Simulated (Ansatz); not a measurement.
Here is an Ansatz 0.2.0 calculation.

Contents of input.yaml:

```yaml
crystal:
  lattice:
    - [-1.6, 1.6, 3.9305]
    - [1.6, -1.6, 3.9305]
    - [1.6, 1.6, -3.9305]
  atoms:
    - { symbol: Mo, position: [0.0, 0.0, 0.0] }
    - { symbol: Si, position: [0.667, 0.667, 0.0] }
    - { symbol: Si, position: [0.333, 0.333, 0.0] }
hamiltonian:
  xc: r2scan
  pseudopotentials: { kind: paw }
kpoints:
  mp_grid: { grid: [12, 12, 12] }
scf:
  occupations: { method: fermi_dirac, width: 0.05 }
output:
  forces: true
  stress: true
  eigenvalues: true
  write_density: true
  write_potential: true
  elf: true
  volumetric_format: npy
relax:
  f_tol: 0.01
  max_steps: 40
  cell: { stress_tol: 0.05 }
```

Potentials or basis: Ansatz PAW.

Run with:

```sh
$ ansatz run input.yaml --threads 2 --pin off --max-ram 5632MiB --backend cpu --events-out ev --progress --plain --runs-dir out
```

Question: Predict the space group after relaxing (to 0.05 Å).

Answer: I4/mmm (No. 139).

Question: Estimate the relaxed cell.

Answer: a = 4.518 Å, b = 4.518 Å, c = 4.518 Å, α = 138.49°, β = 138.49°, γ = 60.15°.

Question: Estimate the band gap on the k mesh.

Answer: None (metal or under the smearing width).

The path:
```
step  energy change (eV)  largest force (eV/Å)  volume (Å³)
   1              0.0000                0.3566        40.25
   2             -0.0082                0.0464        39.97
   3             -0.0088                0.0056        40.06
   4             -0.0088                0.0001        40.08
   5             -0.0088                0.0000        40.08
```

Caveat: the plane-wave basis is chosen anew once the cell has moved, so the energies of steps on either side of that aren't comparable; the PAW data sets come from PBE, with cores solved anew for the run's functional, which leaves a small shift of forces and pressure.
